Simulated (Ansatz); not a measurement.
A relaxation computed with Ansatz, from input to last step.

```yaml
crystal:
  lattice:
    - [4.8741205417, 0.0, 0.0]
    - [0.0, 4.8741205417, 0.0]
    - [0.0, 0.0, 6.9402054946]
  atoms:
    - { symbol: Si, position: [0.1961473708, 0.1961473708, 0.0] }
    - { symbol: Si, position: [0.3038526292, 0.6961473708, 0.75] }
    - { symbol: Si, position: [0.6961473708, 0.3038526292, 0.25] }
    - { symbol: Si, position: [0.8038526292, 0.8038526292, 0.5] }
    - { symbol: O, position: [0.6122954819, 0.7375222713, 0.6828354137] }
    - { symbol: O, position: [0.3877045181, 0.2624777287, 0.1828354137] }
    - { symbol: O, position: [0.7375222713, 0.6122954819, 0.3171645863] }
    - { symbol: O, position: [0.2375222713, 0.8877045181, 0.9328354137] }
    - { symbol: O, position: [0.2624777287, 0.3877045181, 0.8171645863] }
    - { symbol: O, position: [0.1122954819, 0.7624777287, 0.5671645863] }
    - { symbol: O, position: [0.8877045181, 0.2375222713, 0.0671645863] }
    - { symbol: O, position: [0.7624777287, 0.1122954819, 0.4328354137] }
basis:
  ecutwfc: 420
kpoints:
  mp_grid: { grid: [6, 6, 4] }
hamiltonian:
  xc: lda
scf:
  occupations: { method: gaussian, width: 0.02 }
output:
  forces: true
  stress: true
  eigenvalues: true
relax:
  adjacent_minimum: "off"
  f_tol: 0.008
  max_steps: 40
  cell: { stress_tol: 0.015, fix: [a, b, gamma] }
```

```bash
ansatz run input.yaml --threads 2 --pin off --max-ram 5120MiB --backend cpu --events-out ev --progress --plain --runs-dir out
```

Theory: Ansatz, DFT LDA, scalar-relativistic, plane waves, PAW.

Of 12 frames 9 are shown, positions in Å and forces in eV/Å; the SCF threshold varies from step to step. Steps run on the plane waves of an earlier cell, with a Pulay correction in the pressure. The basis is chosen afresh for the last frame, the zero of the energies, and at times for earlier ones too; energy and pressure step there, also at an unchanged geometry.

```xyz
12
Lattice="4.8741 0.0000 0.0000 0.0000 4.8741 0.0000 0.0000 0.0000 6.9402" Properties=species:S:1:pos:R:3:forces:R:3 pbc="T T T" step=1 free_energy_over_end_meV_per_atom=5.79 pressure_GPa=3.89
Si    0.9560    0.9560    0.0000    0.3917    0.3917    0.0000
Si    1.4810    3.3931    5.2052   -0.3917    0.3917    0.0000
Si    3.3931    1.4810    1.7351    0.3917   -0.3917    0.0000
Si    3.9181    3.9181    3.4701   -0.3917   -0.3917    0.0000
O     2.9844    3.5948    4.7390    0.6199    0.0846   -0.2021
O     1.8897    1.2793    1.2689   -0.6199   -0.0846   -0.2021
O     3.5948    2.9844    2.2012    0.0846    0.6199    0.2021
O     1.1577    4.3268    6.4741    0.0846   -0.6199   -0.2021
O     1.2793    1.8897    5.6713   -0.0846   -0.6199    0.2021
O     0.5473    3.7164    3.9362    0.6199   -0.0846    0.2021
O     4.3268    1.1577    0.4661   -0.6199    0.0846    0.2021
O     3.7164    0.5473    3.0040   -0.0846    0.6199   -0.2021
12
Lattice="4.8741 0.0000 0.0000 0.0000 4.8741 0.0000 0.0000 0.0000 6.9427" Properties=species:S:1:pos:R:3:forces:R:3 pbc="T T T" step=2 free_energy_over_end_meV_per_atom=2.88 pressure_GPa=2.80
Si    0.9472    0.9472    0.0000    0.2677    0.2677    0.0000
Si    1.4899    3.3842    5.2070   -0.2677    0.2677    0.0000
Si    3.3842    1.4899    1.7357    0.2677   -0.2677    0.0000
Si    3.9269    3.9269    3.4714   -0.2677   -0.2677    0.0000
O     2.9993    3.5936    4.7417    0.3899    0.0418   -0.0825
O     1.8748    1.2805    1.2703   -0.3899   -0.0418   -0.0825
O     3.5936    2.9993    2.2010    0.0418    0.3899    0.0825
O     1.1566    4.3119    6.4774    0.0418   -0.3899   -0.0825
O     1.2805    1.8748    5.6724   -0.0418   -0.3899    0.0825
O     0.5622    3.7176    3.9367    0.3899   -0.0418    0.0825
O     4.3119    1.1566    0.4653   -0.3899    0.0418    0.0825
O     3.7176    0.5622    3.0060   -0.0418    0.3899   -0.0825
12
Lattice="4.8741 0.0000 0.0000 0.0000 4.8741 0.0000 0.0000 0.0000 6.9375" Properties=species:S:1:pos:R:3:forces:R:3 pbc="T T T" step=3 free_energy_over_end_meV_per_atom=0.82 pressure_GPa=0.95
Si    0.9329    0.9329    0.0000    0.0956    0.0956    0.0000
Si    1.5042    3.3700    5.2031   -0.0956    0.0956    0.0000
Si    3.3700    1.5042    1.7344    0.0956   -0.0956    0.0000
Si    3.9412    3.9412    3.4687   -0.0956   -0.0956    0.0000
O     3.0249    3.5905    4.7435    0.0593   -0.0125    0.0577
O     1.8492    1.2836    1.2748   -0.0593    0.0125    0.0577
O     3.5905    3.0249    2.1939   -0.0125    0.0593   -0.0577
O     1.1535    4.2862    6.4779   -0.0125   -0.0593    0.0577
O     1.2836    1.8492    5.6627    0.0125   -0.0593   -0.0577
O     0.5879    3.7206    3.9283    0.0593    0.0125   -0.0577
O     4.2862    1.1535    0.4596   -0.0593   -0.0125   -0.0577
O     3.7206    0.5879    3.0092    0.0125    0.0593    0.0577
12
Lattice="4.8741 0.0000 0.0000 0.0000 4.8741 0.0000 0.0000 0.0000 6.8593" Properties=species:S:1:pos:R:3:forces:R:3 pbc="T T T" step=5 free_energy_over_end_meV_per_atom=-0.64 pressure_GPa=0.50
Si    0.9298    0.9298    0.0000   -0.0022   -0.0022    0.0000
Si    1.5073    3.3668    5.1445    0.0022   -0.0022    0.0000
Si    3.3668    1.5073    1.7148   -0.0022    0.0022    0.0000
Si    3.9443    3.9443    3.4296    0.0022    0.0022    0.0000
O     3.0407    3.5847    4.7123   -0.0002   -0.0002   -0.0028
O     1.8334    1.2894    1.2826    0.0002    0.0002   -0.0028
O     3.5847    3.0407    2.1470   -0.0002   -0.0002    0.0028
O     1.1476    4.2705    6.4271   -0.0002    0.0002   -0.0028
O     1.2894    1.8334    5.5767    0.0002    0.0002    0.0028
O     0.6037    3.7265    3.8618   -0.0002    0.0002    0.0028
O     4.2705    1.1476    0.4322    0.0002   -0.0002    0.0028
O     3.7265    0.6037    2.9974    0.0002   -0.0002   -0.0028
12
Lattice="4.8741 0.0000 0.0000 0.0000 4.8741 0.0000 0.0000 0.0000 6.8530" Properties=species:S:1:pos:R:3:forces:R:3 pbc="T T T" step=6 free_energy_over_end_meV_per_atom=-0.71 pressure_GPa=0.53
Si    0.9289    0.9289    0.0000   -0.0003   -0.0003    0.0000
Si    1.5082    3.3660    5.1398    0.0003   -0.0003    0.0000
Si    3.3660    1.5082    1.7133   -0.0003    0.0003    0.0000
Si    3.9452    3.9452    3.4265    0.0003    0.0003    0.0000
O     3.0419    3.5843    4.7089   -0.0001   -0.0004    0.0000
O     1.8323    1.2898    1.2824    0.0001    0.0004    0.0000
O     3.5843    3.0419    2.1441   -0.0004   -0.0001    0.0000
O     1.1473    4.2693    6.4222   -0.0004    0.0001    0.0000
O     1.2898    1.8323    5.5706    0.0004    0.0001    0.0000
O     0.6048    3.7269    3.8574   -0.0001    0.0004    0.0000
O     4.2693    1.1473    0.4308    0.0001   -0.0004    0.0000
O     3.7269    0.6048    2.9957    0.0004   -0.0001    0.0000
12
Lattice="4.8741 0.0000 0.0000 0.0000 4.8741 0.0000 0.0000 0.0000 6.8530" Properties=species:S:1:pos:R:3:forces:R:3 pbc="T T T" step=7 free_energy_over_end_meV_per_atom=0.05 pressure_GPa=0.44
Si    0.9289    0.9289    0.0000   -0.0001   -0.0001    0.0000
Si    1.5082    3.3660    5.1398    0.0001   -0.0001    0.0000
Si    3.3660    1.5082    1.7133   -0.0001    0.0001    0.0000
Si    3.9452    3.9452    3.4265    0.0001    0.0001    0.0000
O     3.0419    3.5843    4.7089   -0.0001   -0.0003    0.0001
O     1.8323    1.2898    1.2824    0.0001    0.0003    0.0001
O     3.5843    3.0419    2.1441   -0.0003   -0.0001   -0.0001
O     1.1473    4.2693    6.4222   -0.0003    0.0001    0.0001
O     1.2898    1.8323    5.5706    0.0003    0.0001   -0.0001
O     0.6048    3.7269    3.8574   -0.0001    0.0003   -0.0001
O     4.2693    1.1473    0.4308    0.0001   -0.0003   -0.0001
O     3.7269    0.6048    2.9957    0.0003   -0.0001    0.0001
12
Lattice="4.8741 0.0000 0.0000 0.0000 4.8741 0.0000 0.0000 0.0000 6.8340" Properties=species:S:1:pos:R:3:forces:R:3 pbc="T T T" step=8 free_energy_over_end_meV_per_atom=-0.16 pressure_GPa=0.49
Si    0.9269    0.9269    0.0000   -0.0003   -0.0003    0.0000
Si    1.5101    3.3640    5.1255    0.0003   -0.0003    0.0000
Si    3.3640    1.5101    1.7085   -0.0003    0.0003    0.0000
Si    3.9472    3.9472    3.4170    0.0003    0.0003    0.0000
O     3.0450    3.5833    4.6994    0.0002    0.0000    0.0012
O     1.8291    1.2909    1.2824   -0.0002    0.0000    0.0012
O     3.5833    3.0450    2.1346    0.0000    0.0002   -0.0012
O     1.1462    4.2661    6.4079    0.0000   -0.0002    0.0012
O     1.2909    1.8291    5.5516    0.0000   -0.0002   -0.0012
O     0.6080    3.7279    3.8431    0.0002    0.0000   -0.0012
O     4.2661    1.1462    0.4261   -0.0002    0.0000   -0.0012
O     3.7279    0.6080    2.9909    0.0000    0.0002    0.0012
12
Lattice="4.8741 0.0000 0.0000 0.0000 4.8741 0.0000 0.0000 0.0000 6.8305" Properties=species:S:1:pos:R:3:forces:R:3 pbc="T T T" step=10 free_energy_over_end_meV_per_atom=0.00 pressure_GPa=0.46
Si    0.9265    0.9265    0.0000    0.0006    0.0006    0.0000
Si    1.5106    3.3635    5.1229   -0.0006    0.0006    0.0000
Si    3.3635    1.5106    1.7076    0.0006   -0.0006    0.0000
Si    3.9477    3.9477    3.4153   -0.0006   -0.0006    0.0000
O     3.0458    3.5830    4.6978    0.0003    0.0004   -0.0004
O     1.8283    1.2911    1.2825   -0.0003   -0.0004   -0.0004
O     3.5830    3.0458    2.1328    0.0004    0.0003    0.0004
O     1.1460    4.2654    6.4054    0.0004   -0.0003   -0.0004
O     1.2911    1.8283    5.5480   -0.0004   -0.0003    0.0004
O     0.6087    3.7281    3.8404    0.0003   -0.0004    0.0004
O     4.2654    1.1460    0.4251   -0.0003    0.0004    0.0004
O     3.7281    0.6087    2.9901   -0.0004    0.0003   -0.0004
12
Lattice="4.8741 0.0000 0.0000 0.0000 4.8741 0.0000 0.0000 0.0000 6.8268" Properties=species:S:1:pos:R:3:forces:R:3 pbc="T T T" step=12 free_energy_over_end_meV_per_atom=0.00 pressure_GPa=0.47
Si    0.9261    0.9261    0.0000    0.0000    0.0000    0.0000
Si    1.5110    3.3632    5.1201    0.0000    0.0000    0.0000
Si    3.3632    1.5110    1.7067    0.0000    0.0000    0.0000
Si    3.9480    3.9480    3.4134    0.0000    0.0000    0.0000
O     3.0464    3.5829    4.6959    0.0001    0.0000    0.0001
O     1.8277    1.2912    1.2825   -0.0001    0.0000    0.0001
O     3.5829    3.0464    2.1309    0.0000    0.0001   -0.0001
O     1.1458    4.2648    6.4026    0.0000   -0.0001    0.0001
O     1.2912    1.8277    5.5443    0.0000   -0.0001   -0.0001
O     0.6093    3.7283    3.8376    0.0001    0.0000   -0.0001
O     4.2648    1.1458    0.4242   -0.0001    0.0000   -0.0001
O     3.7283    0.6093    2.9892    0.0000    0.0001    0.0001
```

Time: 84 s on 2 threads of Intel(R) Xeon(R) 6975P-C (Granite Rapids), with other jobs on the host, peak memory 0.51 GiB.